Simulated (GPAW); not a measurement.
Crystal: ZnO (zincite).

```
Zn O
1.0
     3.24931    0.00000    0.00000
    -1.62465    2.81398    0.00000
     0.00000    0.00000    5.20571
Zn O
2 2
Direct
  0.66667 0.33333 0.00000
  0.33333 0.66667 0.50000
  0.33333 0.66667 0.87901
  0.66667 0.33333 0.37901
```

Base run:

```yaml
Program: GPAW 26.7.0
Functional: AM05
Potentials_or_basis: PAW data sets generated in the run's folder for this functional
Cutoff: 650 eV
Basis: pw
k_mesh: 8 × 8 × 4
Occupations: fermi-dirac, width 0.001 eV
Spin: no spin polarisation
```

Its results: band gap on the k mesh 0.82 eV, direct; electronic dielectric tensor (diagonal) 5.19.

Question: The run is repeated on the same cell with these changes: functional from AM05 to PBEsol. What comes out?

Answer: Band gap on the k mesh 0.69 eV, direct; electronic dielectric tensor (diagonal) 5.68, 5.68, 5.60.

Caveats: the long-wavelength limit can be off by several per cent where d states take part; an odd mesh through Γ misses points on the zone boundary, where band edges often lie; the gap is small at this level, which inflates the dielectric constant (some runs).
